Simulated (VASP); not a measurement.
Crystal: Sn.

```
CELL_PARAMETERS angstrom
-1.89465 1.89465 1.89465
1.89465 -1.89465 1.89465
1.89465 1.89465 -1.89465
ATOMIC_POSITIONS crystal
Sn 0.00000 0.00000 0.00000
```

This isn't the form of Sn at room conditions, which is tetragonal (white tin).

| Property | Result |
| --- | --- |
| Program | VASP 6.6.1 |
| Task | relaxation of cell and atoms |
| Functional | optB88-vdW |
| Potentials or basis | VASP PAW PBE potentials, release 64 (Sn_d) |
| Cutoff | 600 eV |
| k mesh | 10 × 10 × 10 |
| Occupations | fermi-dirac, width 0.05 eV |
| Spin | no spin polarisation |

At the start: pressure 1.2 GPa; volume 27.20 Å³/atom.

**Question.** How do energy, volume and symmetry change on relaxing?

**Answer.** Over 3 steps the energy falls by 2.7 meV/atom and the volume is 27.95 Å³/atom (+2.7 %); space group Im-3m (No. 229, to 0.05 Å).

Step by step:
```tsv
step	energy change (eV)	largest force (eV/Å)	pressure (GPa)	volume (Å³)
1	0.0000	0.0000	1.20	27.20
2	-0.0027	0.0000	-0.11	28.02
3	-0.0027	0.0000	0.02	27.95
```

Final structure:
```
Sn
1.0
    -1.91168    1.91168    1.91168
     1.91168   -1.91168    1.91168
     1.91168    1.91168   -1.91168
Sn
1
Direct
  0.00000 0.00000 0.00000
```

Caveat: the PAW data sets were made with another functional, which shifts forces and pressure a little.
